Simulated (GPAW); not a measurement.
The system is Rh.

```
Rh
1.0
     0.00000    1.89785    1.89785
     1.89785    0.00000    1.89785
     1.89785    1.89785    0.00000
Rh
1
Direct
  0.00000 0.00000 0.00000
```

```yaml
Program: GPAW 26.7.0
Task: relaxation of cell and atoms
Functional: PBEsol
Dispersion: D3
Potentials_or_basis: PAW data sets generated in the run's folder for this functional
Cutoff: 600 eV
Basis: pw
k_mesh: 12 × 12 × 12
Occupations: fermi-dirac, width 0.05 eV
Spin: no spin polarisation
```

At the start: pressure -8.1 GPa; volume 13.67 Å³/atom.

Q: Where does the relaxation end?

A: Over 3 steps the energy falls by 10.0 meV/atom and the volume is 13.29 Å³/atom (-2.8 %); space group Fm-3m (No. 225, to 0.05 Å).

Step by step:
| step | energy change (eV) | largest force (eV/Å) | pressure (GPa) | volume (Å³) |
| --- | --- | --- | --- | --- |
| 1 | 0.0000 | 0.0000 | -8.10 | 13.67 |
| 2 | -0.0100 | 0.0000 | 0.47 | 13.27 |
| 3 | -0.0100 | 0.0000 | -0.02 | 13.29 |

Final structure:
```
Rh
1.0
     0.00000    1.88020    1.88020
     1.88020    0.00000    1.88020
     1.88020    1.88020    0.00000
Rh
1
Direct
  0.00000 0.00000 0.00000
```

Caveat: later steps reuse the first step's grids; pairwise dispersion overbinds metals, which lowers pressure and volume.
